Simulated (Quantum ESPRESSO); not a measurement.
# Bi (C2/m) in Quantum ESPRESSO: phonons with PBE

Aim: the phonons of Bi with PBE.

Everything below comes from runs of Quantum ESPRESSO 7.5. Logs are shortened: lines on timing, memory, paths and dates and some standing lists are left out, and cuts for length are marked.

## (1) The structure

It takes space group C2/m (No. 12, monoclinic). Conventional cell: a = 6.977 Å, b = 6.265 Å, c = 3.359 Å, α = 90.00°, β = 112.04°, γ = 90.00°. Bi (site symmetry m) is surrounded by 6 Bi at 3.21 to 3.45 Å.

This isn't the form of Bi at room conditions, which is rhombohedral.

## (2) Phonons, PBE

pw.in

```
&CONTROL
  calculation = 'scf'
  prefix = 'pwscf'
  outdir = './tmp'
  pseudo_dir = './pseudo'
  tprnfor = .true.
  tstress = .true.
  disk_io = 'low'
/
&SYSTEM
  ibrav = 0
  celldm(1) = 8
  nat = 2
  ntyp = 1
  ecutwfc = 45
  ecutrho = 360
  nbnd = 22
  occupations = 'smearing'
  smearing = 'gaussian'
  degauss = 0.00999582
/
&ELECTRONS
  conv_thr = 4d-10
  electron_maxstep = 120
  mixing_beta = 0.5
/
ATOMIC_SPECIES
Bi   208.9804 bi_pbe_v1.uspp.F.UPF
CELL_PARAMETERS alat
  0.8240618473647  -0.7399643105035   0.0000000000000
  0.8240618473647   0.7399643105035   0.0000000000000
 -0.2976873753335   0.0000000000000   0.7354695969161
ATOMIC_POSITIONS crystal
Bi     0.7530610000    0.7530610000    0.8573820000
Bi     0.2469390000    0.2469390000    0.1426180000
K_POINTS automatic
5 5 8 0 0 0
```

relax.in

```
&CONTROL
  calculation = 'vc-relax'
  prefix = 'pwscf'
  outdir = './tmp'
  pseudo_dir = './pseudo'
  tprnfor = .true.
  tstress = .true.
  disk_io = 'low'
  nstep = 40
  forc_conv_thr = 0.0001
  etot_conv_thr = 1d-06
/
&SYSTEM
  ibrav = 0
  celldm(1) = 8
  nat = 2
  ntyp = 1
  ecutwfc = 45
  ecutrho = 360
  nbnd = 22
  occupations = 'smearing'
  smearing = 'gaussian'
  degauss = 0.00999582
/
&ELECTRONS
  conv_thr = 4d-10
  electron_maxstep = 120
  mixing_beta = 0.5
/
&IONS
  ion_dynamics = 'bfgs'
/
&CELL
  cell_dynamics = 'bfgs'
  press = 0
  press_conv_thr = 0.2
/
ATOMIC_SPECIES
Bi   208.9804 bi_pbe_v1.uspp.F.UPF
CELL_PARAMETERS alat
  0.8240618473647  -0.7399643105035   0.0000000000000
  0.8240618473647   0.7399643105035   0.0000000000000
 -0.2976873753335   0.0000000000000   0.7354695969161
ATOMIC_POSITIONS crystal
Bi     0.7530610000    0.7530610000    0.8573820000
Bi     0.2469390000    0.2469390000    0.1426180000
K_POINTS automatic
5 5 8 0 0 0
```

scf2.in

```
&CONTROL
  calculation = 'scf'
  prefix = 'pwscf'
  outdir = './tmp'
  pseudo_dir = './pseudo'
  tprnfor = .true.
  tstress = .true.
  disk_io = 'low'
/
&SYSTEM
  ibrav = 0
  celldm(1) = 8
  nat = 2
  ntyp = 1
  ecutwfc = 45
  ecutrho = 360
  nbnd = 22
  occupations = 'smearing'
  smearing = 'gaussian'
  degauss = 0.00999582
/
&ELECTRONS
  conv_thr = 1d-13
  electron_maxstep = 120
  mixing_beta = 0.5
  startingpot = 'file'
  startingwfc = 'file'
/
ATOMIC_SPECIES
Bi   208.9804 bi_pbe_v1.uspp.F.UPF
CELL_PARAMETERS alat
  0.8146092736862  -0.7469363654437  -0.0039930090175
  0.8146092736862   0.7469363654437  -0.0039930090175
 -0.2978746599953  -0.0000000000000   0.7350838936331
ATOMIC_POSITIONS crystal
Bi     0.7515427186    0.7515427186    0.8699425470
Bi     0.2484572814    0.2484572814    0.1300574530
K_POINTS automatic
5 5 8 0 0 0
```

ph.in

```
phonons of Bi
&INPUTPH
  prefix = 'pwscf'
  outdir = './tmp'
  tr2_ph = 1d-18
  fildyn = 'dyn'
  niter_ph = 90
  alpha_mix(1) = 0.4
/
0.0000000000 0.0000000000 0.0000000000
```

dynmat.in

```
&INPUT
  fildyn = 'dyn'
  asr = 'crystal'
  filout = 'dynmat.disp'
  fileig = 'dynmat.eig'
/
```

Potentials or basis: GBRV 1.5 PBE.

Command:

```
OMP_NUM_THREADS=1 pw.x -in pw.in > pw.out
OMP_NUM_THREADS=1 pw.x -in relax.in > relax.out
OMP_NUM_THREADS=1 pw.x -in scf2.in > scf2.out
OMP_NUM_THREADS=1 ph.x -in ph.in > ph.out
OMP_NUM_THREADS=1 dynmat.x -in dynmat.in > dynmat.out
```

pw.out:

```text
This program is part of the open-source Quantum ESPRESSO suite
     for quantum simulation of materials; please cite
[... 9 lines left out ...]
     --------------------
     sticks:   dense  smooth     PW     G-vecs:    dense   smooth      PW
     Sum        2237    1113    339                52965    18725    3141

     Using Slab Decomposition

     bravais-lattice index     =            0
     lattice parameter (alat)  =       8.0000  a.u.
     unit-cell volume          =     459.2353 (a.u.)^3
     number of atoms/cell      =            2
     number of atomic types    =            1
     number of electrons       =        30.00
     number of Kohn-Sham states=           22
     kinetic-energy cutoff     =      45.0000  Ry
     charge density cutoff     =     360.0000  Ry
     scf convergence threshold =      4.0E-10
     mixing beta               =       0.5000
     number of iterations used =            8  plain     mixing
     Exchange-correlation= SLA  PW   PBE  PBE
                           (   1   4   3   4   0   0   0)

     celldm(1)=   8.000000  celldm(2)=   0.000000  celldm(3)=   0.000000
     celldm(4)=   0.000000  celldm(5)=   0.000000  celldm(6)=   0.000000

     crystal axes: (cart. coord. in units of alat)
               a(1) = (   0.824062  -0.739964   0.000000 )
               a(2) = (   0.824062   0.739964   0.000000 )
               a(3) = (  -0.297687   0.000000   0.735470 )

     reciprocal axes: (cart. coord. in units 2 pi/alat)
               b(1) = (  0.606751 -0.675708  0.245587 )
               b(2) = (  0.606751  0.675708  0.245587 )
               b(3) = ( -0.000000  0.000000  1.359676 )

     PseudoPot. # 1 for Bi read from file:
     bi_pbe_v1.uspp.F.UPF
     Pseudo is Ultrasoft + core correction, Zval = 15.0
     Generated by new atomic code, or converted to UPF format
     Using radial grid of  899 points,  6 beta functions with:
                l(1) =   0
                l(2) =   0
                l(3) =   1
                l(4) =   1
                l(5) =   2
                l(6) =   2
     Q(r) pseudized with  6 coefficients,  rinner =    1.000   1.000   1.000
                                                       1.000   1.000

     atomic species   valence    mass     pseudopotential
     Bi               15.00   208.98040     Bi( 1.00)

      4 Sym. Ops., with inversion, found

   Cartesian axes

     site n.     atom                  positions (alat units)
         1        Bi     tau(   1) = (   0.9859059  -0.0000000   0.6305784  )
         2        Bi     tau(   2) = (   0.3645304  -0.0000000   0.1048912  )

     number of k points=    63  Gaussian smearing, width (Ry)=  0.0100
                       cart. coord. in units 2pi/alat
        k(    1) = (   0.0000000   0.0000000   0.0000000), wk =   0.0100000
        k(    2) = (   0.0000000   0.0000000   0.1699594), wk =   0.0200000
        k(    3) = (   0.0000000   0.0000000   0.3399189), wk =   0.0200000
        k(    4) = (   0.0000000   0.0000000   0.5098783), wk =   0.0200000
        k(    5) = (   0.0000000   0.0000000  -0.6798378), wk =   0.0100000
        k(    6) = (   0.1213501   0.1351417   0.0491175), wk =   0.0400000
[... 55 lines left out ...]
        k(   62) = (  -0.0000000  -0.5405666   0.5098783), wk =   0.0400000
        k(   63) = (   0.0000000  -0.5405666  -0.6798378), wk =   0.0200000

     Dense  grid:    52965 G-vectors     FFT dimensions: (  54,  54,  40)

     Smooth grid:    18725 G-vectors     FFT dimensions: (  40,  40,  27)

     Check: negative core charge=   -0.000002

     Initial potential from superposition of free atoms

     starting charge      27.9999, renormalised to      30.0000

     negative rho (up, down):  8.918E-02 0.000E+00
     Starting wfcs are   18 randomized atomic wfcs +    4 random wfcs

     Self-consistent Calculation

     iteration #  1     ecut=    45.00 Ry     beta= 0.50
     Davidson diagonalization with overlap
     ethr =  1.00E-02,  avg # of iterations =  7.1

     negative rho (up, down):  8.275E-02 0.000E+00

     total energy              =    -370.32423641 Ry
     estimated scf accuracy    <       1.35657915 Ry

     iteration #  2     ecut=    45.00 Ry     beta= 0.50
     Davidson diagonalization with overlap
     ethr =  4.52E-03,  avg # of iterations =  2.0

     negative rho (up, down):  8.402E-02 0.000E+00

     total energy              =    -370.53337399 Ry
     estimated scf accuracy    <       0.03138940 Ry
[... 46 lines left out ...]
     iteration #  8     ecut=    45.00 Ry     beta= 0.50
     Davidson diagonalization with overlap
     ethr =  2.91E-10,  avg # of iterations =  2.7

     negative rho (up, down):  8.564E-02 0.000E+00

     total energy              =    -370.54237479 Ry
     estimated scf accuracy    <       0.00000002 Ry

     iteration #  9     ecut=    45.00 Ry     beta= 0.50
     Davidson diagonalization with overlap
     ethr =  6.66E-11,  avg # of iterations =  2.0

     negative rho (up, down):  8.564E-02 0.000E+00

     End of self-consistent calculation

          k = 0.0000 0.0000 0.0000 (  2331 PWs)   bands (ev):

   -12.6311 -12.6042 -12.5611 -12.5336 -12.4521 -12.4338 -12.4132 -12.4082
   -12.3713 -12.2823  -2.7515   1.1656   7.2897   7.5579  13.1289  13.4119
    14.0832  14.4523  14.6122  17.0625  18.5835  19.0820

          k = 0.0000 0.0000 0.1700 (  2338 PWs)   bands (ev):

   -12.6234 -12.5770 -12.5285 -12.5282 -12.4608 -12.4438 -12.4247 -12.4174
   -12.3736 -12.2875  -2.5341   1.2270   7.4322   7.8920  11.9808  13.1507
    13.3768  13.3929  14.1018  17.8398  18.5660  18.8102

          k = 0.0000 0.0000 0.3399 (  2333 PWs)   bands (ev):

   -12.6051 -12.5154 -12.5142 -12.4813 -12.4725 -12.4524 -12.4499 -12.4281
   -12.3800 -12.3015  -1.9074   1.3836   7.8391   8.6709   9.2717  10.9100
    12.7572  13.4173  14.5213  17.3537  17.6394  19.2055
[... 193 lines left out ...]
          k = 0.3641 0.1351-0.1926 (  2338 PWs)   bands (ev):

   -12.5805 -12.5243 -12.4992 -12.4872 -12.4808 -12.4427 -12.4315 -12.4119
   -12.4004 -12.3395  -1.4085   0.6060   7.7623   9.3187   9.7685  10.2935
    11.0729  13.2919  15.7929  16.4392  17.1540  21.4758

          k = 0.3641 0.1351-0.0226 (  2337 PWs)   bands (ev):

   -12.5817 -12.5783 -12.5227 -12.4817 -12.4725 -12.4308 -12.4276 -12.4097
   -12.3987 -12.3579  -1.6973  -0.0881   7.0288   8.7710  10.5299  12.3752
    12.5382  13.8016  16.5938  18.5583  18.8870  19.6844

          k =-0.1214-0.4054-0.0491 (  2333 PWs)   bands (ev):

   -12.6150 -12.5921 -12.5335 -12.4697 -12.4541 -12.4347 -12.4235 -12.3998
   -12.3978 -12.3667  -1.4990  -0.6449   6.5754   7.8742  11.6104  13.1070
    13.7947  14.5777  17.6523  18.3828  19.3256  20.1802

          k =-0.1214-0.4054 0.1208 (  2331 PWs)   bands (ev):

   -12.5919 -12.5720 -12.5405 -12.4761 -12.4452 -12.4411 -12.4237 -12.4094
   -12.3987 -12.3620  -1.4151  -0.2911   6.3513   7.9059  11.5398  11.8136
    13.8858  14.2317  17.3653  19.0222  19.6516  20.3387

          k =-0.1214-0.4054 0.2908 (  2343 PWs)   bands (ev):

   -12.5670 -12.5406 -12.5246 -12.4856 -12.4596 -12.4405 -12.4203 -12.4125
   -12.3963 -12.3500  -0.9585   0.2367   6.7605   7.8782   9.6689  10.3804
    13.0350  14.6219  17.2209  18.5839  18.9798  19.7090

          k =-0.1214-0.4054 0.4608 (  2339 PWs)   bands (ev):

   -12.5769 -12.5440 -12.5138 -12.4783 -12.4688 -12.4523 -12.4143 -12.3896
   -12.3639 -12.3294  -0.2924   0.7616   6.5866   7.8362   8.2687   9.9221
    13.1022  13.9325  16.4908  17.0767  18.0461  19.1754

          k =-0.1214-0.4054-0.7290 (  2338 PWs)   bands (ev):

   -12.5823 -12.5498 -12.5237 -12.4823 -12.4663 -12.4380 -12.4193 -12.3796
   -12.3438 -12.3188   0.1060   0.9196   6.1279   6.9584   9.3620  10.6928
    12.6078  12.8813  15.2005  15.9468  17.7284  18.6110

          k =-0.1214-0.4054-0.5590 (  2340 PWs)   bands (ev):

   -12.5711 -12.5442 -12.5174 -12.4900 -12.4580 -12.4300 -12.4207 -12.3876
   -12.3625 -12.3498  -0.1300   0.3837   7.0906   7.3976  10.1705  10.6399
    11.4230  12.3670  15.4370  16.1431  18.5026  18.8818

          k =-0.1214-0.4054-0.3890 (  2333 PWs)   bands (ev):

   -12.5531 -12.5346 -12.5217 -12.5007 -12.4528 -12.4403 -12.4205 -12.4102
   -12.3865 -12.3761  -0.5869  -0.4328   8.1376   9.0187   9.1983  10.5618
    11.5486  12.3463  17.4497  17.7666  19.2935  19.6010

          k =-0.1214-0.4054-0.2191 (  2328 PWs)   bands (ev):

   -12.5854 -12.5703 -12.5278 -12.4809 -12.4604 -12.4367 -12.4295 -12.4041
   -12.3929 -12.3725  -1.1833  -0.7287   7.3870   8.2019  11.1212  12.0245
    12.3473  13.2233  18.3598  19.4600  19.5924  20.5991

          k = 0.0000-0.2703 0.0000 (  2341 PWs)   bands (ev):

   -12.6156 -12.5833 -12.5824 -12.5027 -12.4410 -12.4346 -12.4089 -12.4008
   -12.3947 -12.3242  -2.2192   0.2078   6.6069   9.6444   9.9541  13.9875
    14.2053  14.4695  15.1961  17.7626  18.8861  18.9249

          k = 0.0000-0.2703 0.1700 (  2343 PWs)   bands (ev):

   -12.5931 -12.5762 -12.5583 -12.4990 -12.4486 -12.4421 -12.4155 -12.4075
   -12.3969 -12.3248  -2.0068   0.2949   6.9470   9.6581  10.0212  12.5266
    12.6185  13.8749  15.4836  18.5444  19.5800  19.9781

          k = 0.0000-0.2703 0.3399 (  2332 PWs)   bands (ev):
[... 83 lines left out ...]
          k =-0.0000-0.5406 0.5099 (  2333 PWs)   bands (ev):

   -12.5605 -12.5220 -12.5041 -12.4889 -12.4635 -12.4366 -12.4316 -12.4191
   -12.3572 -12.3480   0.0241   0.4652   6.6726   8.1918   8.3576   8.9325
    12.9339  13.1974  16.8911  17.2650  18.2068  20.0391

          k = 0.0000-0.5406-0.6798 (  2330 PWs)   bands (ev):

   -12.5679 -12.5212 -12.5209 -12.4920 -12.4647 -12.4361 -12.4285 -12.4087
   -12.3346 -12.3295   0.2612   0.8248   6.3456   7.1468   8.9578  10.0406
    11.9884  12.0484  16.2197  17.4218  17.8842  19.5775

     the Fermi energy is    10.3080 ev

!    total energy              =    -370.54237480 Ry
     estimated scf accuracy    <          1.6E-10 Ry
     smearing contrib. (-TS)   =      -0.00058767 Ry
     internal energy E=F+TS    =    -370.54178713 Ry

     The total energy is F=E-TS. E is the sum of the following terms:
     one-electron contribution =    -100.08822310 Ry
     hartree contribution      =      68.72556420 Ry
     xc contribution           =    -129.22168347 Ry
     ewald contribution        =    -209.95744476 Ry

     convergence has been achieved in   9 iterations

     negative rho (up, down):  8.564E-02 0.000E+00

     Forces acting on atoms (cartesian axes, Ry/au):

     atom    1 type  1   force =     0.00135680    0.00000000    0.00124595
     atom    2 type  1   force =    -0.00135680   -0.00000000   -0.00124595

     Total force =     0.002605     Total SCF correction =     0.000012

     Computing stress (Cartesian axis) and pressure

     negative rho (up, down):  8.564E-02 0.000E+00
          total   stress  (Ry/bohr**3)                   (kbar)     P=       -2.11
  -0.00003466  -0.00000000  -0.00002255           -5.10       -0.00       -3.32
  -0.00000000  -0.00000149  -0.00000000           -0.00       -0.22       -0.00
  -0.00002255  -0.00000000  -0.00000691           -3.32       -0.00       -1.02

=------------------------------------------------------------------------------=
   JOB DONE.
=------------------------------------------------------------------------------=
```

It took 34 min on 1 thread of Intel Xeon Platinum 8259CL at 2.50GHz (Skylake/Cascade Lake), shared host; peak memory 0.26 GiB.

Results:

| Quantity | Value |
| --- | --- |
| Free energy | -5041.4879 eV |
| Relaxed volume | 33.87 Å³/atom |
| Relaxed cell | a = 4.679 Å, b = 4.679 Å, c = 3.358 Å, α = 106.27°, β = 106.27°, γ = 85.04° |
| Space group after relaxing (to 0.05 Å) | C2/m (No. 12) |
| Pressure after relaxing | 0.0 GPa |
| Band gap on the k mesh | none (metal or under the smearing width) |
| Highest phonon frequency at Γ | 73 cm⁻¹ |

Step by step:
```
step  energy change (eV)  largest force (eV/Å)  pressure (GPa)  volume (Å³)
   1              0.0000                0.0474           -0.21        68.05
   2             -0.0004                0.0410           -0.16        67.98
   3             -0.0008                0.0342           -0.10        67.90
   4             -0.0011                0.0248            0.00        67.80
   5             -0.0013                0.0203            0.08        67.72
   6             -0.0013                0.0199            0.07        67.72
   7             -0.0014                0.0194            0.06        67.75
   8             -0.0015                0.0186            0.02        67.80
   9             -0.0016                0.0175           -0.02        67.87
  10             -0.0017                0.0165           -0.07        67.95
  11             -0.0017                0.0158           -0.08        67.95
  12             -0.0017                0.0144           -0.06        67.93
  13             -0.0018                0.0125           -0.01        67.85
  14             -0.0018                0.0111            0.02        67.80
  15             -0.0019                0.0082            0.06        67.73
  16             -0.0019                0.0050            0.08        67.69
  17             -0.0019                0.0025            0.07        67.68
  18             -0.0020                0.0046            0.03        67.72
  19             -0.0020                0.0051            0.00        67.76
  20             -0.0020                0.0048           -0.02        67.78
  21             -0.0020                0.0044           -0.04        67.81
  22             -0.0020                0.0041           -0.06        67.82
  23             -0.0021                0.0046           -0.06        67.83
  24             -0.0021                0.0053           -0.04        67.80
  25             -0.0022                0.0056            0.00        67.75
  26             -0.0022                0.0051            0.03        67.70
  27             -0.0022                0.0042            0.03        67.69
  28             -0.0022                0.0025            0.03        67.71
  29             -0.0022                0.0004            0.01        67.73
```

Final structure:
```
Bi
1.0
     3.44858   -3.16209   -0.01690
     3.44858    3.16209   -0.01690
    -1.26103    0.00000    3.11192
Bi
2
Direct
  0.75154 0.75154 0.86994
  0.24846 0.24846 0.13006
```

Phonon frequencies in cm⁻¹ (negative: imaginary):
| q point | frequencies |
| --- | --- |
| (0.000, 0.000, 0.000) | 0 1 1 45 68 73 |

Optical modes at Γ, degenerate ones joined:
```tsv
cm⁻¹	components	symmetry	active in
45	1	Ag	Raman
68	1	Ag	Raman
73	1	Bg	Raman
```

Caveat: the mesh is thin for the phonons of a metal; spin-orbit coupling is left out, which moves the levels of the heavy elements.
